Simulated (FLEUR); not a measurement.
# ZnS (Wurtzite-2H) (P6_3mc) in FLEUR: single point with PBEsol

Aim: the single point of ZnS (Wurtzite-2H) with PBEsol.

Program: FLEUR MaX-R8.1 (later development tree). These are calculated values, not measurements. Logs are shortened: lines on timing, memory, paths and dates and some standing lists are left out, and cuts for length are marked.

**What was measured.**

A printed reference work, monograph reports, for a bulk crystal of ZnS at 4 K: band gap 3.911 eV (direct).

The results are compared with them further down.

**1. Starting point**

Symmetry: P6_3mc, No. 186, hexagonal system. Conventional cell: a = 3.811 Å, b = 3.811 Å, c = 6.234 Å, α = 90.00°, β = 90.00°, γ = 120.00°. Zn (site symmetry 3m) is surrounded by 4 S at 2.31 to 2.40 Å. Around S (site symmetry 3m) lie 4 Zn at 2.31 to 2.40 Å.

**2. Single point, PBEsol**

File inp.xml:

```xml
<?xml version="1.0" encoding="UTF-8" standalone="no"?>
<fleurInput fleurInputVersion="0.39">
   <comment>
      ZnS                                                                                                 
   </comment>
   <calculationSetup>
      <cutoffs Kmax="5.33" Gmax="16.5" GmaxXC="16.5" numbands="0"/>
      <scfLoop itmax="60" minDistance="0.00001" maxIterBroyd="15" imix="Anderson" alpha="0.05" precondParam="0.0" spinf="2.0" sdNocoIR="T"/>
      <coreElectrons ctail="T" frcor="F" kcrel="0" coretail_lmax="0"/>
      <xcFunctional name="PBEs" relativisticCorrections="F"/>
      <magnetism jspins="1"/>
      <soc l_soc="F" theta="0.0" phi="0.0" spav="F"/>
      <expertModes spex="0" secvar="F"/>
      <geometryOptimization l_f="F" forcealpha="1.0" forcemix="BFGS" epsdisp="0.00001" epsforce="0.00001"/>
      <ldaU l_linMix="F" mixParam="0.05" spinf="1.0"/>
   </calculationSetup>
   <cell>
      <bzIntegration valenceElectrons="52.0" mode="hist" fermiSmearingEnergy="0.00183747">
         <kPointListSelection listName="default-1"/>
         <!-- k-points included here -->
         <xi:include xmlns:xi="http://www.w3.org/2001/XInclude" href="kpts.xml"> </xi:include>
      </bzIntegration>
      <!-- symmetry operations included here -->
      <xi:include xmlns:xi="http://www.w3.org/2001/XInclude" href="sym.xml"> </xi:include>
      <bulkLattice scale="1.0">
         <bravaisMatrix>
            <row-1>    7.2017462608505998     0.0000000000000000     0.0000000000000000</row-1>
            <row-2>   -3.6008731304252999     6.2368952134637015     0.0000000000000000</row-2>
            <row-3>    0.0000000000000000     0.0000000000000000    11.7805526607563991</row-3>
         </bravaisMatrix>
      </bulkLattice>
   </cell>
   <atomSpecies>
      <species name="Zinc (Zn)" element="Zn" atomicNumber="30">
         <mtSphere radius="2.09" gridPoints="711" logIncrement="0.017"/>
         <atomicCutoffs lmax="9" lnonsphr="9"/>
         <electronConfig flipSpins="F">
            <coreConfig>(1s1/2) (2s1/2) (2p1/2) (2p3/2)</coreConfig>
            <valenceConfig>(3s1/2) (3p1/2) (3p3/2) (4s1/2) (3d3/2) (3d5/2)</valenceConfig>
         </electronConfig>
         <energyParameters s="4" p="4" d="3" f="4"/>
         <lo type="SCLO" l="0" n="3" eDeriv="0"/>
         <lo type="SCLO" l="1" n="3" eDeriv="0"/>
         <lo type="SCLO" l="1" n="3" eDeriv="1"/>
         <lo type="HELO" l="2" n="4" eDeriv="0"/>
         <lo type="HELO" l="2" n="4" eDeriv="1"/>
         <lo type="SCLO" l="3" n="4" eDeriv="2"/>
      </species>
      <species name="Sulfur (S)" element="S" atomicNumber="16">
         <mtSphere radius="1.84" gridPoints="629" logIncrement="0.018"/>
         <atomicCutoffs lmax="8" lnonsphr="8"/>
         <electronConfig flipSpins="F">
            <coreConfig>(1s1/2) (2s1/2) (2p1/2) (2p3/2)</coreConfig>
            <valenceConfig>(3s1/2) (3p1/2) (3p3/2)</valenceConfig>
            <stateOccupation state="(3p1/2)" spinUp="0.666667" spinDown="0.666667"/>
            <stateOccupation state="(3p3/2)" spinUp="1.333333" spinDown="1.333333"/>
         </electronConfig>
         <energyParameters s="3" p="3" d="3" f="4"/>
         <lo type="SCLO" l="0" n="3" eDeriv="2"/>
         <lo type="SCLO" l="1" n="3" eDeriv="2"/>
         <lo type="SCLO" l="2" n="3" eDeriv="2"/>
         <lo type="SCLO" l="3" n="4" eDeriv="2"/>
      </species>
   </atomSpecies>
   <atomGroups>
      <atomGroup species="Zinc (Zn)">
         <relPos label="                   1">-1.000/3.000 1.000/3.000 1.000/2.000</relPos>
         <relPos label="                   2">1.000/3.000 -1.000/3.000 .0000000000</relPos>
         <force calculate="T" relaxXYZ="TTT"/>
      </atomGroup>
      <atomGroup species="Sulfur (S)">
         <relPos label="                   3">-1.000/3.000 1.000/3.000 -.1150000000</relPos>
         <relPos label="                   4">1.000/3.000 -1.000/3.000 .3850000000</relPos>
         <force calculate="T" relaxXYZ="TTT"/>
      </atomGroup>
   </atomGroups>
   <output dos="F" band="F" slice="F">
      <checks vchk="F" cdinf="F"/>
      <bandDOS minEnergy="-.5*Htr" maxEnergy="0.5*Htr" sigma="0.015" storeEVData="T"/>
      <vacuumDOS vacdos="F" integ="F" star="F" nstars="0" locx1="0.0" locy1="0.0" locx2="0.0" locy2="0.0" nstm="0" tworkf="0.0"/>
      <unfoldingBand unfoldBand="F" supercellX="1" supercellY="1" supercellZ="1"/>
      <plotting iplot="0" polar="F">
         <plot TwoD="T" vec1="  1.0  0.0  0.0" vec2="  0.0  1.0  0.0" vec3="  0.0  0.0  1.0" zero="  0.0  0.0  0.0" file="plot"/>
      </plotting>
      <chargeDensitySlicing numkpt="0" minEigenval="0.0" maxEigenval="0.0" nnne="0" pallst="F"/>
      <specialOutput eonly="F"/>
      <moessbauerParams electricFieldGradient="T" isomerShift="T" coreHyperfine="T" valenceHyperfine="T"/>
      <magneticCircularDichroism mcd="F" energyLo="-10.0" energyUp="0.0"/>
   </output>
  <!-- We include the file relax.xml here to enable relaxations (see documentation) -->
  <xi:include xmlns:xi="http://www.w3.org/2001/XInclude" href="relax.xml"> <xi:fallback/> </xi:include>
</fleurInput>
```

File crystal.txt:

```
ZnS
&input cartesian=F /
3.8110000000  0.0000000000  0.0000000000
-1.9055000000  3.3004228138  0.0000000000
0.0000000000  0.0000000000  6.2340000000
1.8897261246
1.0 1.0 1.0

4
30 0.6666666666  0.3333333332  0.5000000000
30 0.3333333332  0.6666666666  0.0000000000
16 0.6666666666  0.3333333332  0.8850000000
16 0.3333333332  0.6666666666  0.3850000000

&kpt div1=8 div2=8 div3=5 gamma=T /
```

Potentials or basis: all-electron, FLAPW.

On the command line:

```sh
inpgen -f crystal.txt -profile fastHighL
# inp.xml edited to the form shown
mpirun -n 4 fleur_MPI -pe_per_kpt 1
```

Output:

```text
Welcome to FLEUR        (www.flapw.de)
      MaX-Release 8.1          (www.max-centre.eu)

 ========== k-point set info ==========
 Selected k-point list: default-1
 k-point list type: mesh
 8 x 8 x 5
 Number of k points: 30

 ------------Calculation Setup---------------------------
 Number of MPI-tasks      :            4
 Number of PE/node        :            4
 Number of OMP-threads    :            1
 Using exactly            1  PE per kpt
 k-points in parallel     :            4
 pe's per k-point         :            1
 No of k-point loops      :            7
 Info/Warning             : your k-point parallelism is not fully load-balanced
 Using exactly            1  PE per kpt
 Using exactly            1  PE per kpt
 Using exactly            1  PE per kpt
 Eigenvalue solver        :       lapack
 Number of basis functions:         1533
 Approximate size of matrices (H+S) per k-point:         0.070 GB
 --------------------------------------------------------
 Iteration:     1   Distance:       9.00118741 me/bohr^3
 Iteration:     2   Distance:       7.79701783 me/bohr^3
 Iteration:     3   Distance:       4.67100639 me/bohr^3
 Iteration:     4   Distance:       2.49282144 me/bohr^3
 Iteration:     5   Distance:       2.22557370 me/bohr^3
 Iteration:     6   Distance:       0.41234260 me/bohr^3
 Iteration:     7   Distance:       0.38162416 me/bohr^3
 Iteration:     8   Distance:       0.03150502 me/bohr^3
 Iteration:     9   Distance:       0.02701200 me/bohr^3
 Iteration:    10   Distance:       0.00371468 me/bohr^3
 Iteration:    11   Distance:       0.00090673 me/bohr^3
 Iteration:    12   Distance:       0.00077355 me/bohr^3
 Iteration:    13   Distance:       0.00010988 me/bohr^3
 Iteration:    14   Distance:       0.00003099 me/bohr^3
 Iteration:    15   Distance:       0.00002037 me/bohr^3
 Iteration:    16   Distance:       0.00001897 me/bohr^3
 Iteration:    17   Distance:       0.00001046 me/bohr^3
 Iteration:    18   Distance:       0.00000209 me/bohr^3

 ********************************************************************
 Run finished successfully
 Stop message:
   all done
 ********************************************************************
```

Run time: 3.4 min. Hardware: 4 MPI ranks of Intel Xeon 6975P-C (Granite Rapids), shared host.

Results:

```yaml
Free_energy: -119367.7587 eV
Band_gap_on_the_k_mesh: 2.11 eV, direct
Valence_electrons_inside_the_program's_atomic_spheres: Zn 18.32; S 3.36 (radii Zn 2.09, S 1.84 bohr)
```

Core levels (eV from the Fermi level):
| atom | levels |
| --- | --- |
| 1 Zn | 1s1/2 -9510.5, 2s1/2 -1152.6, 2p1/2 -1014.8, 2p3/2 -991.0 |
| 2 Zn | 1s1/2 -9510.5, 2s1/2 -1152.6, 2p1/2 -1014.8, 2p3/2 -991.0 |
| 3 S | 1s1/2 -2394.4, 2s1/2 -204.3, 2p1/2 -150.2, 2p3/2 -148.9 |
| 4 S | 1s1/2 -2394.4, 2s1/2 -204.3, 2p1/2 -150.2, 2p3/2 -148.9 |

**3. Against experiment**

Step 2. Measured gap of ZnS: 3.911 eV (direct; 4 K; a printed reference work, monograph). This calculation gives 2.11 eV (-1.80 eV). The value is that of PBEsol, without temperature or zero-point motion. Semilocal functionals fall short of measured gaps as a rule.
